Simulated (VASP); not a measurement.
The system is CaO (Lime).

```
Ca O
1.0
     0.00000    2.40650    2.40650
     2.40650    0.00000    2.40650
     2.40650    2.40650    0.00000
Ca O
1 1
Direct
  0.00000 0.00000 0.00000
  0.50000 0.50000 0.50000
```

| Item | Value |
| --- | --- |
| Program | VASP 6.6.1 |
| Task | relaxation of cell and atoms |
| Functional | PBEsol |
| Potentials or basis | VASP PAW PBE potentials, release 64 (Ca_sv, O) |
| Cutoff | 600 eV |
| k mesh | 10 × 10 × 10 |
| Occupations | gaussian, width 0.03 eV |
| Spin | no spin polarisation |

At the start: pressure -2.6 GPa; volume 13.94 Å³/atom.

Q: How do energy, volume and symmetry change on relaxing?

A: Over 3 steps the energy falls by 2.8 meV/atom and the volume is 13.61 Å³/atom (-2.4 %); space group Fm-3m (No. 225, to 0.05 Å).

Step by step:
```
step  energy change (eV)  largest force (eV/Å)  pressure (GPa)  volume (Å³)
   1              0.0000                0.0000           -2.61        27.87
   2             -0.0047                0.0000            1.07        26.97
   3             -0.0055                0.0000            0.00        27.21
```

Final structure:
```cif
data_structure
_symmetry_space_group_name_H-M 'P 1'
_symmetry_Int_Tables_number 1
_cell_length_a 3.3762
_cell_length_b 3.3762
_cell_length_c 3.3762
_cell_angle_alpha 60.000
_cell_angle_beta 60.000
_cell_angle_gamma 60.000
_cell_volume 27.21
loop_
_atom_site_label
_atom_site_type_symbol
_atom_site_fract_x
_atom_site_fract_y
_atom_site_fract_z
_atom_site_occupancy
Ca1 Ca 0.00000 0.00000 0.00000 1
O1 O 0.50000 0.50000 0.50000 1
```

Caveat: the PAW data sets were made with another functional, which shifts forces and pressure a little.
